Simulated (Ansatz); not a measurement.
Input and command of a plane-wave DFT calculation in Ansatz:

```yaml
crystal:
  lattice:
    - [3.1976457435, 0.0, 0.0]
    - [-1.5988228718, 2.7692424462, 0.0]
    - [0.0, 0.0, 5.22870971]
  atoms:
    - { symbol: Co, position: [0.0, 0.0, 0.00347414], spin: -2.3 }
    - { symbol: Co, position: [0.3333333333, 0.6666666667, 0.50336241], spin: 2.3 }
    - { symbol: O, position: [0.0, 0.0, 0.37160885], spin: 0.18 }
    - { symbol: O, position: [0.3333333333, 0.6666666667, 0.8715556], spin: -0.18 }
basis:
  ecutwfc: 420
kpoints:
  mp_grid: { grid: [1, 1, 1] }
hamiltonian:
  xc: pbesol
scf:
  occupations: { method: gaussian, width: 0.1 }
output:
  forces: true
  stress: true
  eigenvalues: true
  populations: true
magnetization:
  spin_polarized: true
```

```bash
ansatz run input.yaml --threads 1 --pin off --max-ram 2560MiB --backend cpu --events-out ev --progress --plain --runs-dir out
```

Processor: Intel(R) Xeon(R) 6975P-C (Granite Rapids), 1 thread, on a host shared with other jobs.

Problem. How long does it run, and how much memory does it take?

Solution. About 1.1 s on 1 thread of Intel(R) Xeon(R) 6975P-C (Granite Rapids), on a shared host, peak memory 0.37 GiB. It solves 31 bands at 1 k points (the mesh reduced by symmetry) with about 917 plane waves, in 17 SCF iterations.
